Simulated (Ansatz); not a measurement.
The system is Cu3Au (Auricupride).

```
Au Cu
1.0
     3.74000    0.00000    0.00000
     0.00000    3.74000    0.00000
     0.00000    0.00000    3.74000
Au Cu
1 3
Direct
  0.00000 0.00000 0.00000
  0.50000 0.50000 0.00000
  0.50000 0.00000 0.50000
  0.00000 0.50000 0.50000
```

Base run:

* Program: Ansatz 0.2.0
* Functional: RPBE
* Potentials or basis: Ansatz PAW
* Cutoff: 420 eV (not typed: the program's choice for these potentials)
* k mesh: 7 × 7 × 7
* Occupations: fermi-dirac, width 0.05 eV
* Spin: no spin polarisation

Its results: band gap on the k mesh none (metal or under the smearing width); pressure 9.6 GPa.

Q: The run is repeated on the same cell with these changes: functional from RPBE to PBEsol. What comes out?

A: Band gap on the k mesh none (metal or under the smearing width); pressure -3.6 GPa.

PBEsol binds more tightly than RPBE, so the same cell stands under less pressure.

Caveats: spin-orbit coupling is left out, which moves the levels of the heavy elements; the PAW data sets come from PBE, with cores solved anew for the run's functional, which leaves a small shift of forces and pressure.
